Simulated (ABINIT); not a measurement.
# ZnSe (Stilleite) (F-43m) in ABINIT: reference runs, part 2 of 2

ABINIT 10.8.3 (patched build). Earlier steps stand in the parts before.

### Step 3. Single point, PBE (atoms moved at random, drawn with an rms of 0.05 Å)

File run.abi:

```
# Pseudopotentials
pp_dirpath "./"
pseudos "Se.GGA_PBE-JTH.xml, Zn.GGA_PBE-JTH.xml"

# Structure
acell 3*1.0 Angstrom
rprim
     0.0000000000     2.8338000000     2.8338000000
     2.8338000000     0.0000000000     2.8338000000
     2.8338000000     2.8338000000     0.0000000000
ntypat 2
znucl 34 30
natom 2
typat 1 2
xred
     0.7492290000     0.7524180000     0.7487920000
    -0.0092010000    -0.0086460000     0.0078680000
chkprim 0
chksymtnons 0
tolsym 1.0e-6

# Plane-wave basis
ecut 22.0
pawecutdg 44.0

# k points
kptopt 1
ngkpt 8 8 8
nshiftk 1
shiftk 0.0 0.0 0.0

# Exchange and correlation
ixc 11

# Bands and occupations
nband 13
occopt 3
tsmear 0.00183747

# SCF cycle
nstep 100
tolvrs 1.0e-9

# Output
iomode 3
prtwf 0
prteig 0
prtebands 0
prtden 1
prtvha 1
prtvclmb 1
prtpot 1
```

Potentials or basis: JTH PAW PBE v2.0.

On the command line:

```
$ abinit run.abi > log 2>&1
```

run.abo:

```text
.Version 10.8.3 of ABINIT
 Symmetries : space group P1 (#  1); Bravais aP (primitive triclinic)
================================================================================
 Values of the parameters that define the memory need of the present run
     intxc =       0    ionmov =       0      iscf =      17    lmnmax =      18
     lnmax =       6     mgfft =      32  mpssoang =       3    mqgrid =    3001
     natom =       2  nloc_mem =       2    nspden =       1   nspinor =       1
    nsppol =       1      nsym =       1    n1xccc =       1    ntypat =       2
    occopt =       3   xclevel =       2
       mpw =        1540          nfft =       32768          nkpt =         260
 PAW method is used; the additional fine FFT grid is defined by:
   mgfftf=        48    nfftf =    110592
================================================================================
================================================================================

--------------------------------------------------------------------------------
------------- Echo of variables that govern the present computation ------------
--------------------------------------------------------------------------------
 -outvars: echo values of preprocessed input variables --------
            acell      1.8897261259E+00  1.8897261259E+00  1.8897261259E+00 Bohr
              amu      7.89600000E+01  6.53900000E+01
          chkprim           0
      chksymtnons           0
             ecut      2.20000000E+01 Hartree
                       outvar_i_n : Printing only first  50 k-points.
              ixc          11
                       outvar_i_n : Printing only first  50 k-points.
         kptrlatt        8    0    0      0    8    0      0    0    8
          kptrlen      6.05861071E+01
            natom           2
            nband          13
            ngfft          32      32      32
          ngfftdg          48      48      48
             nkpt         260
            nstep         100
             nsym           1
           ntypat           2
                       prtocc : prtvol=0, do not print more k-points.
           occopt           3
        pawecutdg      4.40000000E+01 Hartree
         pawxcdev           0
        prtebands           0
           prteig           0
           prtpot           1
         prtvclmb           1
           prtvha           1
            prtwf           0
            rprim      0.0000000000E+00  2.8338000000E+00  2.8338000000E+00
                       2.8338000000E+00  0.0000000000E+00  2.8338000000E+00
[... 175 lines left out ...]
 kpt#   1, nband= 13, wtk=  0.00195, kpt=  0.0000  0.0000  0.0000 (reduced coord)
  -0.39257   -0.14671   -0.14559   -0.14446   -0.13199   -0.13196    0.09233    0.09496
   0.09695    0.14240    0.30706    0.30831    0.31030
      occupation numbers for kpt#   1
   2.00000    2.00000    2.00000    2.00000    2.00000    2.00000    2.00000    2.00000
   1.99999    0.00001    0.00000    0.00000    0.00000
 prteigrs : prtvol=0 or 1, do not print more k-points.

--- !EnergyTerms
iteration_state     : {dtset: 1, }
comment             : Components of total free energy in Hartree
kinetic             :  9.97744379204891E+00
hartree             :  2.21761039823566E+01
xc                  : -8.06103308562221E+00
Ewald energy        : -4.39131506751109E+01
psp_core            :  2.31142131522212E+00
local_psp           : -7.60288857637854E+01
PAW spherical_terms :  1.95965620788131E+01
internal            : -7.39415383560778E+01
'-kT*entropy'       : -1.16886583343437E-09
total_energy        : -7.39415383572467E+01
total_energy_eV     : -2.01205175986106E+03
...

--- !EnergyTermsDC
iteration_state     : {dtset: 1, }
comment             : '"Double-counting" decomposition of free energy'
band_energy         : -2.07050654057500E+00
Ewald energy        : -4.39131506751109E+01
psp_core            :  2.31142131522212E+00
xc_dc               : -2.45259316034297E+01
PAW spherical_terms : -5.74337128751230E+00
internal            : -7.39415387914059E+01
'-kT*entropy'       : -1.16886583343437E-09
total_energy_dc     : -7.39415387925747E+01
total_energy_dc_eV  : -2.01205177170694E+03
...

--- !EnergyTermsWithPAWCore
iteration_state     : {dtset: 1, }
comment             : 'Components of total free energy, including PAW core contributions'
Total energy        : -4.22620304473408E+03
Total energy DC     : -4.22620304516941E+03
Total energy (eV)   : -1.15000843404200E+05
Total energy DC (eV): -1.15000843416046E+05
...

 Cartesian components of stress tensor (hartree/bohr^3)
  sigma(1 1)= -7.19323088E-05  sigma(3 2)= -3.61060215E-06
  sigma(2 2)= -7.19563893E-05  sigma(3 1)=  5.85686640E-07
  sigma(3 3)= -6.90762063E-05  sigma(2 1)= -3.81132174E-05

-Cartesian components of stress tensor (GPa)         [Pressure=  2.0885E+00 GPa]
- sigma(1 1)= -2.11632159E+00  sigma(3 2)= -1.06227583E-01
- sigma(2 2)= -2.11703006E+00  sigma(3 1)=  1.72314959E-02
- sigma(3 3)= -2.03229215E+00  sigma(2 1)= -1.12132957E+00

== END DATASET(S) ==============================================================
================================================================================

 -outvars: echo values of variables after computation  --------
            acell      1.8897261259E+00  1.8897261259E+00  1.8897261259E+00 Bohr
           etotal     -7.3941538793E+01
            fcart     -5.7725552502E-04  9.0001159645E-05 -6.0907203749E-03
                       5.7725552502E-04 -9.0001159645E-05  6.0907203749E-03
            rprim      0.0000000000E+00  2.8338000000E+00  2.8338000000E+00
                       2.8338000000E+00  0.0000000000E+00  2.8338000000E+00
                       2.8338000000E+00  2.8338000000E+00  0.0000000000E+00
           strten     -7.1932308774E-05 -7.1956389335E-05 -6.9076206263E-05
                      -3.6106021496E-06  5.8568664030E-07 -3.8113217354E-05
           xangst      4.2541288980E+00  4.2450919098E+00  4.2553672686E+00
                      -2.2046964000E-03 -3.7774554000E-03 -5.0574828600E-02
             xred      7.4922900000E-01  7.5241800000E-01  7.4879200000E-01
                      -9.2010000000E-03 -8.6460000000E-03  7.8680000000E-03
 Calculation completed.
```

Wall time 7 min (1 thread of Arm Neoverse N1, shared host); peak memory 0.29 GiB.

What came out:

- Free energy: -2012.0518 eV
- Pressure: 2.1 GPa
- Largest force: 0.315 eV/Å
- Band gap on the k mesh: 1.24 eV, direct
- Valence electrons inside the program's atomic spheres: Se 4.01; Zn 10.76

Forces on the atoms (eV/Å):
```
Se  -0.030  0.005 -0.313
Zn   0.030 -0.005  0.313
```

Levels at points of the mesh, in eV from the valence-band top:
```csv
k point,band 6,band 7,band 8,band 9,band 10,band 11,band 12,band 13
"(0.00, 0.00, 0.00)",-6.23,-0.13,-0.05,0.00,1.24,5.72,5.75,5.81
"(0.50, 0.00, 0.00)",-6.06,-5.22,-1.00,-0.83,2.44,6.16,6.45,8.50
"(0.00, 0.50, 0.00)",-6.06,-5.20,-0.99,-0.84,2.42,6.17,6.42,8.49
"(0.50, 0.50, 0.00)",-6.05,-4.80,-2.27,-2.21,2.90,3.42,10.67,11.12
"(0.00, 0.00, 0.50)",-6.07,-5.35,-1.01,-0.85,2.53,6.23,6.51,8.56
"(0.50, 0.00, 0.50)",-6.05,-4.81,-2.24,-2.23,2.92,3.39,10.67,11.23
"(0.00, 0.50, 0.50)",-6.05,-4.81,-2.24,-2.23,2.92,3.39,10.67,11.22
"(0.50, 0.50, 0.50)",-6.08,-5.36,-1.01,-0.86,2.54,6.24,6.50,8.56
```

### Step 4. Comparison with measurements

Step 2. A measured gap of ZnSe is 2.695 eV (an exciton energy, a little under the gap; 300 K; “Alloy Disordering Effects on the Thermal Conductivity and Energy Gap Temperature Dependence of Cd1−xZnxSe Ternary Crystals Grown by the Bridgman Method”, 2023, pmc:10253836); the calculated 1.29 eV misses it by -1.40 eV. So large a miss can be the level of theory's own, or it may mean another phase, state or a wrong row. Spin-orbit coupling on Se is left out. The value is that of PBE, without temperature or zero-point motion. Semilocal functionals fall short of measured gaps as a rule.
